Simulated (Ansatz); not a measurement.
input.yaml for FeCo (Ansatz 0.2.0)

```yaml
crystal:
  lattice:
    - [2.8390261, 0.0, 0.0]
    - [0.0, 2.8390261, 0.0]
    - [0.0, 0.0, 2.8390261]
  atoms:
    - { symbol: Fe, position: [0.0, 0.0, 0.0], spin: 3.16 }
    - { symbol: Co, position: [0.5, 0.5, 0.5], spin: 2.07 }
basis:
  ecutwfc: 420
kpoints:
  mp_grid: { grid: [2, 2, 2] }
hamiltonian:
  xc: pbe
  hubbard:
    sites: [{ species: Fe, l: d, u_eff: 4.0 }]
    projectors: ortho-atomic
scf:
  occupations: { method: methfessel_paxton, width: 0.18 }
  lower_state_search: "off"
  max_iter: 72
output:
  forces: true
  stress: true
  eigenvalues: true
  populations: true
magnetization:
  spin_polarized: true
```

Command:

```bash
ansatz run input.yaml --threads 1 --pin off --max-ram 1331MiB --backend cpu --events-out ev --progress --plain --runs-dir out
```

Output, shortened (HF is the Harris–Foulkes energy, dr2 the density residual in eV):

```text
Pseudopotential: Fe, paw, valence charge 16, recommended cutoff 420 eV (normal)
Pseudopotential: Co, paw, valence charge 17, recommended cutoff 420 eV (normal)
Crystal: 2 atoms, lattice volume = 22.883 Å³
Basis set: ecut = 420 eV, 461 PW (Γ), exchange–correlation on 40×40×40 points (8 copies of the dense FFT grid, shifted against one another)
Bands: 24, of which v1, the nominal top of the filled ones, is band 17 counted from 1 (16 counted from 0)
Symmetry: 48 space group operations
Space group: Pm-3m (ITA 221), of the structure as read, at distance tolerance 2.8e-5 Å
k-points: 4 of 8
Initial density: superposition of atomic densities
Starting moments: Σ|m| = 5.23 μB on 2 of 2 sites
SCF iter   1: HF=-9602.427404 eV  Δρ=1.41e-1 (↑5.23e-2 ↓1.41e-1) dr2=4.24e0  dr2_m=1.32e0  M=6.250 μB ∫|m|=6.250 μB
SCF iter   2: HF=-9605.821478 eV  S|Δr|=    0.00e0  Δρ=4.30e-1 (↑2.58e-1 ↓4.30e-1) dr2=8.77e1  dr2_m=2.71e0  M=4.194 μB ∫|m|=4.220 μB
SCF iter   3: HF=-9602.251703 eV  S|Δr|=    0.00e0  Δρ=7.60e-2 (↑6.89e-2 ↓7.60e-2) dr2=2.07e-1  dr2_m=1.04e0  M=6.266 μB ∫|m|=6.266 μB
SCF iter   4: HF=-9602.235262 eV  S|Δr|=    0.00e0  Δρ=5.47e-2 (↑1.28e-2 ↓5.47e-2) dr2=3.83e-1  dr2_m=2.29e-1  M=6.250 μB ∫|m|=6.250 μB
   ...
SCF iter  16: HF=-9602.646334 eV  S|Δr|=    0.00e0  Δρ=1.60e-5 (↑1.60e-5 ↓1.13e-5) dr2=4.47e-8  dr2_m=1.06e-8  M=6.250 μB ∫|m|=6.250 μB
SCF iter  17: HF=-9602.646334 eV  S|Δr|=    0.00e0  Δρ=5.43e-5 (↑8.77e-6 ↓5.43e-5) dr2=6.59e-7  dr2_m=1.17e-7  M=6.250 μB ∫|m|=6.250 μB  recentre
SCF iter  18: F=-9602.646334 eV  HF=-9602.646334 eV  S|Δr|=    0.00e0  Δρ=1.41e-5 (↑4.76e-6 ↓1.41e-5) dr2=4.78e-8  dr2_m=5.46e-9  M=6.250 μB ∫|m|=6.250 μB
SCF 1 converged in 18 iterations: F = -9602.646334 eV  dr2 = 4.78e-8
this state was not tested for a lower state beside it, because cold or Methfessel-Paxton smearing, or corrected tetrahedra, fill the levels in a way that the test cannot read (fill_not_monotonic; see scf.lower_state_search)
SCF converged after 18 iterations
Magnetization: 6.2500 μB (19.6250 up, 13.3750 down)
Absolute magnetization: 6.2500 μB (∫|ρ↑−ρ↓|, with the PAW one-centre terms)
Per-site moments (μB) at R_I (Å): [(3.5558, 1.0142), (2.1568, 1.0142)]
Free energy (F): -9602.646334 eV
E sigma→0 (E₀):  -9602.645415 eV
Entropy (-TS):   -0.003678 eV (-1.839 meV/atom)
Fermi energy:    18.680130 eV
--- Forces (eV/Å), atoms counted from 1 ---
  atom   1  Fe    -0.00000000     0.00000000     0.00000000
  atom   2  Co     0.00000000     0.00000000     0.00000000
--- Stress (GPa, compression-positive) ---
       27.096997      -0.000000       0.000000
        0.000000      27.096997       0.000000
        0.000000       0.000000      27.096997
  P = ⅓ Tr σ = 27.0970 GPa (270.970 kbar)
```

The inputs are trials, many of them unsound on purpose. Their numbers show the effect of the settings and aren't properties of the material. Under a U the state reached may not be the lowest.